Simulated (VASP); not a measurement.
# TePb (Fm-3m) in VASP: settings compared

The runs below take TePb through single point, with RPBE+D3(BJ), PBE.

Everything below comes from runs of VASP 6.6.1. Logs are shortened: lines on timing, memory, paths and dates and some standing lists are left out, and cuts for length are marked.

### 1 Starting point

It takes space group Fm-3m (No. 225, cubic). Conventional cell: a = 6.462 Å, b = 6.462 Å, c = 6.462 Å, α = 90.00°, β = 90.00°, γ = 90.00°. Pb (site symmetry m-3m) has 6 Te at 3.23 Å as nearest neighbours. Around Te (site symmetry m-3m) lie 6 Pb at 3.23 Å.

### 2 Single point, RPBE+D3(BJ), non-collinear spin, zero start, spin-orbit coupling (atoms moved at random, drawn with an rms of 0.15 Å)

File INCAR:

```
  ALGO = Normal
  EDIFF = 1E-6
  ENCUT = 520
  GGA = RP
  GGA_COMPAT = F
  ISIF = 2
  ISMEAR = 0
  IVDW = 12
  LASPH = T
  LCHARG = F
  LORBIT = 11
  LORBMOM = T
  LREAL = F
  LSORBIT = T
  LWAVE = F
  MAGMOM = 0 0 0 0 0 0
  NBANDS = 32
  NELM = 150
  PREC = Accurate
  SIGMA = 0.01
```

File KPOINTS:

```
k-points
0
Gamma
  5 5 5
```

File POSCAR:

```
TePb
1.0
    0.0000000000      3.2310000000      3.2310000000
    3.2310000000      0.0000000000      3.2310000000
    3.2310000000      3.2310000000      0.0000000000
Pb Te
1 1
Direct
    0.0277200000     -0.0095540000      0.0081930000
    0.5374970000      0.4855880000      0.4693990000
```

Potentials or basis: VASP PAW PBE potentials, release 64 (Pb_d, Te).

The run is started by

```sh
$ cat potpaw_PBE.64/Pb_d/POTCAR potpaw_PBE.64/Te/POTCAR > POTCAR
$ mpirun -np 1 vasp_ncl > vasp.out
```

OUTCAR:

```text
EDIFF = 1E-6
   ENCUT = 520
   GGA = RP
   ISIF = 2
   ISMEAR = 0
   IVDW = 12
   LASPH = T
   LORBIT = 11
   LREAL = F
   LSORBIT = T
   NELM = 150
   PREC = Accurate
 IVDW          = 12

 ion  position               nearest neighbor table
   1  0.028  0.990  0.008-   2 3.09   2 3.14   2 3.22   2 3.25   2 3.33   2 3.37
   2  0.537  0.486  0.469-   1 3.09   1 3.14   1 3.22   1 3.25   1 3.33   1 3.37

  LATTYP: Found a face centered cubic cell.
 ALAT       =     6.4620000000

  Lattice vectors:

 A1 = (   0.0000000000,   3.2310000000,   3.2310000000)
 A2 = (   3.2310000000,   0.0000000000,   3.2310000000)
 A3 = (   3.2310000000,   3.2310000000,   0.0000000000)

Analysis of symmetry for initial positions (statically):
=====================================================================
 Subroutine PRICEL returns:
 Original cell was already a primitive cell.

 Routine SETGRP: Setting up the symmetry group for a
 face centered cubic supercell.

 Subroutine GETGRP returns: Found  1 space group operations
 (whereof  1 operations were pure point group operations)
 out of a pool of 48 trial point group operations.

The static configuration has the point symmetry C_1 .

Analysis of symmetry for dynamics (positions and initial velocities):
=====================================================================
 Subroutine PRICEL returns:
 Original cell was already a primitive cell.

 Routine SETGRP: Setting up the symmetry group for a
 face centered cubic supercell.

 Subroutine GETGRP returns: Found  1 space group operations
 (whereof  1 operations were pure point group operations)
 out of a pool of 48 trial point group operations.

The dynamic configuration has the point symmetry C_1 .

Analysis of structural, dynamic, and magnetic symmetry:
=====================================================================
 Subroutine PRICEL returns:
 Original cell was already a primitive cell.

 Routine SETGRP: Setting up the symmetry group for a
 face centered cubic supercell.

 Subroutine GETGRP returns: Found  1 space group operations
 (whereof  1 operations were pure point group operations)
 out of a pool of 48 trial point group operations.

The overall configuration has the point symmetry C_1 .

 Subroutine INISYM returns: Found  1 space group operations
 (whereof  1 operations are pure point group operations),
 and found     1 'primitive' translations

----------------------------------------------------------------------------------------

                                     Primitive cell

  volume of cell :      67.4592

  direct lattice vectors                    reciprocal lattice vectors
     0.000000000  3.231000000  3.231000000    -0.154750851  0.154750851  0.154750851
     3.231000000  0.000000000  3.231000000     0.154750851 -0.154750851  0.154750851
     3.231000000  3.231000000  0.000000000     0.154750851  0.154750851 -0.154750851

  length of vectors
     4.569324020  4.569324020  4.569324020     0.268036337  0.268036337  0.268036337

  position of ions in fractional coordinates (direct lattice)
     0.027720000  0.990446000  0.008193000
     0.537497000  0.485588000  0.469399000

  ion indices of the primitive-cell ions
   primitive index   ion index
                 1           1
                 2           2

----------------------------------------------------------------------------------------

 KPOINTS: k-points

Automatic generation of k-mesh.
 Grid dimensions read from file:
 generate k-points for:    5    5    5

 Generating k-lattice:

  Cartesian coordinates                     Fractional coordinates (reciprocal lattice)
    -0.030950170  0.030950170  0.030950170     0.200000000  0.000000000  0.000000000
     0.030950170 -0.030950170  0.030950170     0.000000000  0.200000000  0.000000000
     0.030950170  0.030950170 -0.030950170     0.000000000  0.000000000  0.200000000

  Length of vectors
     0.053607267  0.053607267  0.053607267

  Shift w.r.t. Gamma in fractional coordinates (k-lattice)
     0.000000000  0.000000000  0.000000000

 Subroutine IBZKPT returns following result:
 ===========================================

 Found    125 irreducible k-points:

 Following reciprocal coordinates:
            Coordinates               Weight
  0.000000  0.000000  0.000000      1.000000
  0.200000  0.000000  0.000000      1.000000
 -0.200000  0.000000  0.000000      1.000000
  0.000000  0.200000  0.000000      1.000000
  0.000000 -0.200000  0.000000      1.000000
  0.000000  0.000000  0.200000      1.000000
[... 16 lines left out ...]
 -0.200000  0.000000 -0.200000      1.000000
  0.400000  0.200000  0.000000      1.000000
 [... further k-points ...]
[... 19 lines left out ...]
   LREAL  =      F    real-space projection
[... 7 lines left out ...]
   TEBEG  =    0.0;   TEEND  =   0.0 temperature during run
   PSTRESS=    0.0 pullay stress
   NELECT =      20.0000    total number of electrons
   NUPDOWN=      -1.0000    fix difference up-down
   EMIN   =  10.00;   EMAX   =-10.00  energy-range for DOS
   EFERMI =   0.00;   METHOD = LEGACY
   ISMEAR =     0;   SIGMA  =   0.01  broadening in eV -4-tet -1-fermi 0-gaus
   EFERMI_NEDOS =   21; number of points for ismear=-14 and -15
   IALGO  =     38    algorithm
   IMIX   =      4    mixing-type and parameters
     AMIX     =   0.40;   BMIX     =  1.00
     AMIX_MAG =   1.60;   BMIX_MAG =  1.00
  volume/ion in A,a.u.               =      33.73       227.62
  Fermi-wavevector in a.u.,A,eV,Ry     =   1.091619  2.062861 16.213147  1.191633
  Thomas-Fermi vector in A             =   2.227868
   LORBIT       =     11    0 simple, 1 ext, 2 COOP (PROOUT), +10 PAW based schemes
   GGA     = RP    functional components
   LHFCALC =     F    Hartree Fock is set to
   AEXX    =    0.0000 exact exchange contribution
   IVDW    =    12    specifies the selected vdW correction
   LEPSILON=     F    determine dielectric tensor
   LRPA    =     F    only Hartree local field effects (RPA)
 Gauss-broadening in eV      SIGMA  =   0.01
  energy-cutoff  :      520.00
  volume of cell :       67.46
 maximum number of plane-waves:      3698
 NGX is ok and might be reduce to    36
   NGX = 17   NGY = 17   NGZ = 17

 number of electron      20.0000000 magnetization       0.0000000      0.0000000      0.0000000

 number of electron      20.0000001 magnetization      -0.0000002      0.0000003     -0.0000001

 number of electron      20.0000001 magnetization       0.0000001     -0.0000003      0.0000001

 Free energy of the ion-electron system (eV)
  ---------------------------------------------------
  ext. energy  EPLUGINS =         0.00000000
  ---------------------------------------------------
  free energy    TOTEN  =        -7.29312743 eV

  energy without entropy =       -7.29312743  energy(sigma->0) =       -7.29312743

 E-fermi :   5.7962     XC(G=0):  -9.1586

 val. band max:        5.6891997677   @ k =   0.0000   0.4000   0.0000
 cond. band min:       6.3025946042   @ k =   0.0000   0.0000   0.4000
 fundamental gap:      0.6133948365
 Fermi energy:         5.7962035767

 k-point     1 :       0.0000    0.0000    0.0000
  band No.  band energies     occupation
      1     -12.4620      1.00000
      2     -12.4620      1.00000
      3     -12.4600      1.00000
      4     -12.4600      1.00000
      5      -9.9073      1.00000
      6      -9.9073      1.00000
[... 829 lines left out ...]
     31      15.0370      0.00000
     32      15.0831      0.00000

 [... further k-points ...]

------------------------ aborting loop because EDIFF is reached ----------------------------------------

 Edisp (eV)   -3.81542

 E8    (eV) :    -2.6025

  FORCE on cell =-STRESS in cart. coord.  units (eV):
  Direction    XX          YY          ZZ          XY          YZ          ZX
  --------------------------------------------------------------------------------------
  -------------------------------------------------------------------------------------
  Total      -4.06231    -4.26837    -4.42792     0.03861    -0.00449    -0.00661
  in kB     -96.48128  -101.37530  -105.16449     0.91689    -0.10664    -0.15702
  external pressure =     -101.01 kB  Pullay stress =        0.00 kB

 VOLUME and BASIS-vectors are now :
 -----------------------------------------------------------------------------
  energy-cutoff  :      520.00
  volume of cell :       67.46
      direct lattice vectors                 reciprocal lattice vectors
     0.000000000  3.231000000  3.231000000    -0.154750851  0.154750851  0.154750851
     3.231000000  0.000000000  3.231000000     0.154750851 -0.154750851  0.154750851
     3.231000000  3.231000000  0.000000000     0.154750851  0.154750851 -0.154750851

 POSITION                                       TOTAL-FORCE (eV/Angst)
 -----------------------------------------------------------------------------------
      3.22660      0.11603      3.28969        -0.072396     -0.038126      0.005125
      3.08556      3.25328      3.30559         0.072396      0.038126     -0.005125
 -----------------------------------------------------------------------------------
    total drift:                                0.000014      0.000162     -0.000008

  FREE ENERGIE OF THE ION-ELECTRON SYSTEM (eV)
  ---------------------------------------------------
  free  energy   TOTEN  =       -11.1085473236 eV

  energy  without entropy=      -11.1085473236  energy(sigma->0) =      -11.10854732

 orbital moment (x)

 # of ion     p       d       tot
 ----------------------------------------
  1         0.000  -0.000   0.000
  2         0.000  -0.000   0.000
 ----------------------------------------
            0.000  -0.000   0.000

 orbital moment (y)

 # of ion     p       d       tot
 ----------------------------------------
  1        -0.000   0.000   0.000
  2        -0.000   0.000  -0.000
 ----------------------------------------
           -0.000   0.000   0.000

 orbital moment (z)

 # of ion     p       d       tot
 ----------------------------------------
  1         0.000   0.000   0.000
  2         0.000  -0.000  -0.000
 ----------------------------------------
            0.000   0.000   0.000

 Spin-Orbit-Coupling matrix elements

 Ion:    1  E_soc:     -0.8915483
 l=   1
     0.0000000    -0.0805138    -0.0820932
    -0.0805138     0.0000000    -0.0814333
    -0.0820932    -0.0814333     0.0000000
 l=   2
     0.0000000    -0.0134363     0.0000000    -0.0134335    -0.0537957
    -0.0134363     0.0000000    -0.0403654    -0.0134378    -0.0134591
     0.0000000    -0.0403654     0.0000000    -0.0403480     0.0000000
    -0.0134335    -0.0134378    -0.0403480     0.0000000    -0.0134580
    -0.0537957    -0.0134591     0.0000000    -0.0134580     0.0000000
 l=   3
     0.0000000     0.0000000     0.0000000     0.0000000     0.0000000     0.0000000     0.0000000
     0.0000000     0.0000000     0.0000000     0.0000000     0.0000000     0.0000000     0.0000000
     0.0000000     0.0000000     0.0000000     0.0000000     0.0000000     0.0000000     0.0000000
     0.0000000     0.0000000     0.0000000     0.0000000     0.0000000     0.0000000     0.0000000
     0.0000000     0.0000000     0.0000000     0.0000000     0.0000000     0.0000000     0.0000000
     0.0000000     0.0000000     0.0000000     0.0000000     0.0000000     0.0000000     0.0000000
     0.0000000     0.0000000     0.0000000     0.0000000     0.0000000     0.0000000     0.0000000

 Ion:    2  E_soc:     -0.2080809
 l=   1
     0.0000000    -0.0341286    -0.0352195
    -0.0341286     0.0000000    -0.0347784
    -0.0352195    -0.0347784     0.0000000
 l=   2
     0.0000000    -0.0000107     0.0000000    -0.0000114     0.0000411
    -0.0000107     0.0000000     0.0000280    -0.0000102     0.0000096
     0.0000000     0.0000280     0.0000000     0.0000290     0.0000000
    -0.0000114    -0.0000102     0.0000290     0.0000000     0.0000105
     0.0000411     0.0000096     0.0000000     0.0000105     0.0000000
 l=   3
     0.0000000     0.0000000     0.0000000     0.0000000     0.0000000     0.0000000     0.0000000
     0.0000000     0.0000000     0.0000000     0.0000000     0.0000000     0.0000000     0.0000000
     0.0000000     0.0000000     0.0000000     0.0000000     0.0000000     0.0000000     0.0000000
     0.0000000     0.0000000     0.0000000     0.0000000     0.0000000     0.0000000     0.0000000
     0.0000000     0.0000000     0.0000000     0.0000000     0.0000000     0.0000000     0.0000000
     0.0000000     0.0000000     0.0000000     0.0000000     0.0000000     0.0000000     0.0000000
     0.0000000     0.0000000     0.0000000     0.0000000     0.0000000     0.0000000     0.0000000

 total charge

# of ion       s       p       d       tot
------------------------------------------
    1        1.456   0.614   9.836  11.906
    2        1.376   2.001   0.019   3.397
--------------------------------------------------
tot          2.833   2.615   9.855  15.303

 magnetization (x)

# of ion       s       p       d       tot
------------------------------------------
    1       -0.000  -0.000  -0.000  -0.000
    2       -0.000   0.000   0.000   0.000
--------------------------------------------------
tot         -0.000  -0.000  -0.000  -0.000

 magnetization (y)

# of ion       s       p       d       tot
------------------------------------------
    1       -0.000   0.000   0.000   0.000
    2        0.000  -0.000   0.000  -0.000
--------------------------------------------------
tot          0.000   0.000   0.000   0.000

 magnetization (z)

# of ion       s       p       d       tot
------------------------------------------
    1       -0.000   0.000  -0.000  -0.000
    2        0.000   0.000   0.000   0.000
--------------------------------------------------
tot          0.000   0.000  -0.000   0.000
```

It took 11 min on 1 thread of Intel Xeon Platinum 8488C (Sapphire Rapids), shared host; peak memory 0.66 GiB.

Results:

| Item | Value |
| --- | --- |
| Free energy | -11.1085 eV |
| Pressure | -10.1 GPa |
| Largest force | 0.082 eV/Å |
| Net moment | 0.00 μB per cell |
| Valence electrons inside the program's atomic spheres | Pb 11.91; Te 3.40 |
| Dispersion energy per atom | -1.908 eV |

Forces in eV/Å, atoms in the order of the input:
```
Pb  -0.072 -0.038  0.005
Te   0.072  0.038 -0.005
```

Moments on the atoms (μB; x, y, z):
```
Pb  0.00 0.00 0.00
Te  0.00 0.00 0.00
```

Caveat: the PAW data sets were made with another functional, which shifts forces and pressure a little.

### 3 Single point, PBE

File INCAR:

```
SYSTEM = TePb
ALGO = Fast
EDIFF = 1E-7
ENCUT = 520
GGA = PE
ISIF = 2
ISMEAR = -1
LASPH = .TRUE.
LCHARG = .FALSE.
LREAL = .FALSE.
LWAVE = .FALSE.
NBANDS = 17
NELM = 100
PREC = Accurate
SIGMA = 0.04
```

File KPOINTS:

```
k-points
0
G
  4 4 4
  0 0 0
```

File POSCAR:

```
TePb
1.0
    0.0000000000      3.2310000000      3.2310000000
    3.2310000000      0.0000000000      3.2310000000
    3.2310000000      3.2310000000      0.0000000000
Pb Te
1 1
Direct
    0.0000000000      0.0000000000      0.0000000000
    0.5000000000      0.5000000000      0.5000000000
```

Potentials or basis: VASP PAW PBE potentials, release 64 (Pb_d, Te).

The run is started by

```sh
$ cat potpaw_PBE.64/Pb_d/POTCAR potpaw_PBE.64/Te/POTCAR > POTCAR
$ mpirun -np 1 vasp_std > vasp.out
```

Wall time 15 s (1 thread of Intel Xeon Platinum 8488C (Sapphire Rapids), shared host); peak memory 0.2 GiB.

It converged, with:

```
Free energy            : -7.4938 eV
Pressure               : 2.1 GPa
Band gap on the k mesh : 0.73 eV, direct
```

Levels at points of the mesh, in eV from the valence-band top:
| k point | band 7 | band 8 | band 9 | band 10 | band 11 | band 12 | band 13 | band 14 |
| --- | --- | --- | --- | --- | --- | --- | --- | --- |
| (0.00, 0.00, 0.00) | -5.60 | -1.35 | -1.35 | -1.35 | 4.08 | 4.08 | 4.08 | 5.80 |
| (0.50, 0.00, 0.00) | -8.59 | -0.89 | -0.89 | 0.00 | 0.73 | 1.27 | 1.27 | 8.39 |
| (0.50, 0.50, 0.00) | -7.30 | -4.50 | -2.80 | -2.80 | 3.29 | 5.48 | 5.48 | 6.71 |

Caveat: the k mesh is coarse (spacing up to 0.42 Å⁻¹), so the values aren't converged; spin-orbit coupling is left out, which as a rule narrows the gap of such compounds by several tenths of an eV. A k mesh can miss the band edges.
